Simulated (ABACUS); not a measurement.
# Bi (Im-3m) in ABACUS: further runs

One crystal, Bi, is run at these levels: TASK; tasks: single point, relaxation of cell and atoms.

Everything below comes from runs of ABACUS 3.10.1. Logs are shortened: lines on timing, memory, paths and dates and some standing lists are left out, and cuts for length are marked.

**1. Starting point**

The structure is cubic, space group Im-3m (No. 229). The conventional cell has a = 3.963 Å, b = 3.963 Å, c = 3.963 Å, α = 90.00°, β = 90.00°, γ = 90.00°. Bi (site symmetry m-3m) is surrounded by 8 Bi at 3.43 Å.

This isn't the form of Bi at room conditions, which is rhombohedral.

**2. Single point, TASK**

The input, INPUT:

```
INPUT_PARAMETERS
suffix              Bi
calculation         scf
basis_type          pw
pseudo_dir          ./
symmetry            1
dft_functional      MGGA_X_TASK+LDA_C_PW
ecutwfc             76
pseudo_rcut         10
nspin               1
nbands              18
ks_solver           dav
smearing_method     fd
smearing_sigma      0.00367493
scf_thr             1e-08
scf_nmax            100
mixing_type         broyden
mixing_beta         0.7
cal_force           1
cal_stress          1
mixing_tau          1
out_chg             1
out_pot             2
out_elf             1
```

The input, STRU:

```
ATOMIC_SPECIES
Bi 208.9804 Bi_ONCV_PBE-1.2.upf

LATTICE_CONSTANT
1.8897261246

LATTICE_VECTORS
-1.9814305318 1.9814305318 1.9814305318
1.9814305318 -1.9814305318 1.9814305318
1.9814305318 1.9814305318 -1.9814305318

ATOMIC_POSITIONS
Cartesian

Bi
0.0
1
0.0000000000 0.0000000000 0.0000000000 1 1 1
```

The input, KPT:

```
K_POINTS
0
Gamma
6 6 6 0 0 0
```

Potentials or basis: SG15 ONCV 1.2 PBE, plane waves.

Run with:

```sh
OMP_NUM_THREADS=1 mpirun -np 4 abacus > log
```

running log:

```text
ABACUS v3.10.1

               Atomic-orbital Based Ab-initio Computation at UStc

 ------------------------------------------------------------------------------------

 READING GENERAL INFORMATION
                           global_out_dir = OUT.Bi/
                           global_in_card = INPUT
                               pseudo_dir = ./
                              orbital_dir =
                                    DSIZE = 4
                                    GSIZE = 1

 READING UNITCELL INFORMATION
                                    ntype = 1
                  lattice constant (Bohr) = 1.88973
              lattice constant (Angstrom) = 1

 READING ATOM TYPE 1
                               atom label = Bi
                      L=0, number of zeta = 1
                      L=1, number of zeta = 1
                      L=2, number of zeta = 1
             number of atom for this type = 1

                        TOTAL ATOM NUMBER = 1
CARTESIAN COORDINATES ( UNIT =       1.889726124600 Bohr ).
    atom                   x                   y                   z     mag                  vx                  vy                  vz
tauc_Bi1            0.0000000000        0.0000000000        0.0000000000  0.0000        0.0000000000        0.0000000000        0.0000000000

                          Volume (Bohr^3) = 209.987
                             Volume (A^3) = 31.1169

 Lattice vectors: (Cartesian coordinate: in unit of a_0)
             -1.98143            +1.98143            +1.98143
             +1.98143            -1.98143            +1.98143
             +1.98143            +1.98143            -1.98143
 Reciprocal vectors: (Cartesian coordinate: in unit of 2 pi/a_0)
                   +0           +0.252343           +0.252343
            +0.252343                  +0           +0.252343
            +0.252343           +0.252343                  +0
 The esolver type has been set to : ksdft_pw

                PAO radial cut off (Bohr) = 10

 Read in pseudopotential file is Bi_ONCV_PBE-1.2.upf
                     pseudopotential type = NC
          exchange-correlation functional = PBE
                 nonlocal core correction = 0
                        valence electrons = 15
                                     lmax = 3
                           number of zeta = 0
                     number of projectors = 8
                           L of projector = 0
                           L of projector = 0
                           L of projector = 1
                           L of projector = 1
                           L of projector = 2
                           L of projector = 2
                           L of projector = 3
                           L of projector = 3
 XC functional updated to : MGGA_X_TASK+LDA_C_PW
          exchange-correlation functional = MGGA_X_TASK+LDA_C_PW
     initial pseudo atomic orbital number = 0

 SETUP THE ELECTRONS NUMBER
            electron number of element Bi = 15
      total electron number of element Bi = 15
[... 125 lines left out ...]
     PROC   COLUMNS(POT)             PW
        1             83            945
        2             83            945
        3             84            946
        4             83            945
 --------------- sum -------------------
        4            333           3781

 SETUP NONLOCAL PSEUDOPOTENTIALS IN PLANE WAVE BASIS
 Bi non-local projectors:
 projector 1 L=0
 projector 2 L=0
 projector 3 L=1
 projector 4 L=1
 projector 5 L=2
 projector 6 L=2
 projector 7 L=3
 projector 8 L=3
      TOTAL NUMBER OF NONLOCAL PROJECTORS = 32

 Init Non-Local PseudoPotential table :
 Init Non-Local-Pseudopotential done.

                                     npwx = 608

 -------------------------------------------
 SELF-CONSISTENT
 -------------------------------------------
                                 init_chg = atomic

 PW ALGORITHM --------------- ION=   1  ELEC=   1--------------------------------
 Notice: Threshold on eigenvalues was too large.
 hsover_error=0.15 > DRHO=0.0352436
 Origin diag ethr = 0.01
 New diag ethr = 0.000234957

 Density error is 0.0351669209293
                          Error Threshold = 0.000234957429022
----------------------------------------------------------
     Energy           Rydberg                 eV
----------------------------------------------------------
 E_KohnSham     -132.3739407991      -1801.0398615821
 E_Harris       -131.4360835210      -1788.2796586900
 E_Fermi        1.0320265690         14.0414418259
----------------------------------------------------------
[... 75 lines left out ...]
 Density error is 1.32042554346e-10
                          Error Threshold = 9.61082120304e-11
----------------------------------------------------------
     Energy           Rydberg                 eV
----------------------------------------------------------
 E_KohnSham     -132.9908836680      -1809.4337999403
 E_KS(sigma->0) -132.9906527201      -1809.4306577325
 E_Harris       -132.9904336599      -1809.4276772662
 E_band         -2.2189280936        -30.1900655247
 E_one_elec     -36.4455840067       -495.8676094284
 E_Hartree      25.7560349901        350.4288337525
 E_xc           -12.9594500952       -176.3223642419
 E_Ewald        -109.3414226603      -1487.6663756070
 E_entropy(-TS) -0.0004618959        -0.0062844155
 E_descf        0.0000000000         0.0000000000
 E_exx          0.0000000000         0.0000000000
 E_Fermi        1.0352587782         14.0854182883
----------------------------------------------------------

 charge density convergence is achieved
 final etot is -1809.4337999 eV
 EFERMI = 14.085418288 eV
The vacuum level is 13.354268054 eV

 STATE ENERGY(eV) AND OCCUPATIONS    NSPIN == 1
 1/16 kpoint (Cartesian) = 0.0000 0.0000 0.0000 (581 pws)
       1       -6.63573     0.00925926
       2       -6.63573     0.00925926
       3       -6.63573     0.00925926
       4       -6.37340     0.00925926
       5       -6.37340     0.00925926
       6       -2.91251     0.00925926
[... 98 lines left out ...]
       5       -6.24290       0.444444
       6       0.231330       0.444444
[... 10 lines left out ...]
      17        40.7414        0.00000
      18        41.8183        0.00000

[... levels at 10 further k points ...]

------------------------------------------------------------------------------------------
 TOTAL-FORCE (eV/Angstrom)
------------------------------------------------------------------------------------------
                       Bi1         0.0000000000         0.0000000000         0.0000000000
------------------------------------------------------------------------------------------

----------------------------------------------------------------
 TOTAL-STRESS (KBAR)
----------------------------------------------------------------
      2422.7967058047         0.0000000000         0.0000000000
         0.0000000000      2422.7967058047        -0.0000000000
        -0.0000000000        -0.0000000000      2422.7967058047
----------------------------------------------------------------
 TOTAL-PRESSURE: 2422.796706 KBAR

 --------------------------------------------
 !FINAL_ETOT_IS -1809.4337999402566766 eV
 --------------------------------------------
```

stdout:

```text
ABACUS v3.10.1

               Atomic-orbital Based Ab-initio Computation at UStc

 dft_functional readin is: MGGA_X_TASK+LDA_C_PW
 dft_functional in pseudopot file is: PBE
[... 37 lines left out ...]
 DA8     -1.80943380e+03  -2.88466165e-03   1.3204e-10   2.3574e-04   1.82
----------------------------------------------------------------
 TOTAL-STRESS (KBAR)
----------------------------------------------------------------
      2422.7967058047         0.0000000000         0.0000000000
         0.0000000000      2422.7967058047        -0.0000000000
        -0.0000000000        -0.0000000000      2422.7967058047
----------------------------------------------------------------
 TOTAL-PRESSURE: 2422.796706 KBAR
```

Wall time 24 s (4 MPI ranks of Intel Xeon Platinum 8259CL at 2.50GHz (Skylake/Cascade Lake), shared host); peak memory 0.24 GiB.

Results:

```
Free energy            : -1809.4338 eV
Pressure               : 242.3 GPa
Band gap on the k mesh : none (metal or under the smearing width)
```

Caveat: the k mesh is coarse (spacing up to 0.37 Å⁻¹), so the values aren't converged; a pressure of tens of GPa on the cell as given is suspect, and the run, the potentials or the cell itself is likely at fault; the potentials were made for another functional, which shifts forces and pressure; spin-orbit coupling is left out, which moves the levels of the heavy elements.

**3. Relaxation of cell and atoms, TASK**

The input, run_abacus.py:

```python
"""ABACUS run from a structure file: ASE reads it, the script writes STRU, KPT and INPUT."""
import re
import subprocess
from ase.io import read
from ase.units import Bohr

atoms = read("Bi.cif")
atoms = atoms[(-atoms.numbers).argsort(kind="stable")]  # ABACUS lists atoms element by element
pseudo = {'Bi': 'Bi_ONCV_PBE-1.2.upf'}
orbital = {}
magmoms = None
kmesh = [6, 6, 6]
params = {
    'suffix': 'Bi',
    'calculation': 'cell-relax',
    'basis_type': 'pw',
    'pseudo_dir': './',
    'symmetry': 1,
    'dft_functional': 'MGGA_X_TASK+LDA_C_PW',
    'ecutwfc': 76,
    'pseudo_rcut': 10,
    'nspin': 1,
    'nbands': 12,
    'ks_solver': 'dav',
    'smearing_method': 'fd',
    'smearing_sigma': 0.00367493,
    'scf_thr': 1e-08,
    'scf_nmax': 100,
    'mixing_type': 'broyden',
    'mixing_beta': 0.7,
    'cal_force': 1,
    'cal_stress': 1,
    'mixing_tau': 1,
    'relax_nmax': 60,
    'force_thr_ev': 0.005,
    'relax_method': 'cg',
    'out_stru': 1,
    'stress_thr': 1,
    'kpar': 4,
}

symbols = atoms.get_chemical_symbols()
elements = list(dict.fromkeys(symbols))
lines = ["ATOMIC_SPECIES"] + [f"{e} {atoms.get_masses()[symbols.index(e)]:.4f} {pseudo[e]}" for e in elements]
if orbital:
    lines += ["", "NUMERICAL_ORBITAL"] + [orbital[e] for e in elements]
lines += ["", "LATTICE_CONSTANT", f"{1 / Bohr:.10f}", "", "LATTICE_VECTORS"]
lines += [" ".join(f"{x:.10f}" for x in v) for v in atoms.cell]
lines += ["", "ATOMIC_POSITIONS", "Direct"]
for e in elements:
    lines += ["", e, "0.0", str(symbols.count(e))]
    for i, p in enumerate(atoms.get_scaled_positions(wrap=False)):
        if symbols[i] == e:
            mag = "" if magmoms is None else " mag " + " ".join(str(x) for x in (magmoms[i] if isinstance(magmoms[i], list) else [magmoms[i]]))
            lines.append(" ".join(f"{x:.10f}" for x in p) + " 1 1 1" + mag)
open("STRU", "w").write("\n".join(lines) + "\n")
open("KPT", "w").write("K_POINTS\n0\nGamma\n%d %d %d 0 0 0\n" % tuple(kmesh))
open("INPUT", "w").write("INPUT_PARAMETERS\n" + "".join(f"{k:<20s}{v}\n" for k, v in params.items()))

done = subprocess.run(['mpirun', '-np', '4', 'abacus'])
if done.returncode:
    raise SystemExit(done.returncode)
log = open("OUT.Bi/running_cell-relax.log").read()
print("final energy (eV):", re.findall(r"FINAL_ETOT_IS (\S+)", log))
```

The input, Bi.cif:

```cif
data_Bi
_cell_length_a 3.43193835
_cell_length_b 3.43193835
_cell_length_c 3.43193835
_cell_angle_alpha 109.47122063
_cell_angle_beta 109.47122063
_cell_angle_gamma 109.47122063
_space_group_name_H-M_alt 'P1'
_space_group_name_Hall 'P 1'
_space_group_IT_number 1
loop_
_space_group_symop_operation_xyz
'x,y,z'
loop_
_atom_site_label
_atom_site_type_symbol
_atom_site_symmetry_multiplicity
_atom_site_Wyckoff_symbol
_atom_site_fract_x
_atom_site_fract_y
_atom_site_fract_z
_atom_site_occupancy
Bi1 Bi 1 a 0.0000000000 0.0000000000 0.0000000000 1
```

Potentials or basis: SG15 ONCV 1.2 PBE, plane waves.

Run with:

```sh
OMP_NUM_THREADS=1 python run_abacus.py > log
```

Run time: 1.9 min. Hardware: 4 MPI ranks of Intel Xeon Platinum 8259CL at 2.50GHz (Skylake/Cascade Lake), shared host; peak memory 0.36 GiB.

It converged, with:

* Free energy: -1801.5536 eV
* Relaxed volume: 201.37 Å³/atom
* Relaxed cell: a = 6.396 Å, b = 6.396 Å, c = 6.396 Å, α = 109.47°, β = 109.47°, γ = 109.47°
* Space group after relaxing (to 0.05 Å): Im-3m (No. 229)
* Energy gained by relaxing: -7880.0 meV/atom
* Ionic steps: 7
* Pressure after relaxing: 0.0 GPa
* Band gap on the k mesh: none (metal or under the smearing width)

Step by step:
```tsv
step	energy change (eV)	largest force (eV/Å)	pressure (GPa)	volume (Å³)
1	0.0000	0.0000	242.27	31.12
2	132.8677	0.0000	-19.81	662.13
3	1.6212	0.0000	50.32	108.60
4	9.1210	0.0000	-3.62	208.67
5	6.7769	0.0000	3.74	194.16
6	8.1180	0.0000	-0.71	202.83
7	7.8800	0.0000	0.03	201.37
```

Final structure:
```yaml
crystal:
  lattice:
    - [6.39550, 0.00000, 0.00000]
    - [-2.13183, 6.02974, 0.00000]
    - [-2.13183, -3.01487, 5.22190]
  atoms:
    - { symbol: Bi, position: [0.00000, 0.00000, 0.00000] }
```

Levels at points of the mesh, in eV from the Fermi level:
| k point | band 5 | band 6 | band 7 | band 8 | band 9 | band 10 |
| --- | --- | --- | --- | --- | --- | --- |
| (0.00, 0.00, 0.00) | -19.11 | -12.84 | 0.10 | 0.10 | 0.10 | 6.09 |
| (0.50, 0.50, 0.00) | -19.10 | -12.83 | -0.13 | 0.02 | 0.09 | 7.56 |
| (0.50, 0.50, 0.50) | -19.21 | -12.83 | -0.06 | -0.06 | -0.06 | 8.12 |

Caveat: the k mesh is coarse (spacing up to 0.37 Å⁻¹), so the values aren't converged; the volume moved by over 15 % at a fixed basis, so the end points are rough; the potentials were made for another functional, which shifts forces and pressure; spin-orbit coupling is left out, which moves the levels of the heavy elements.
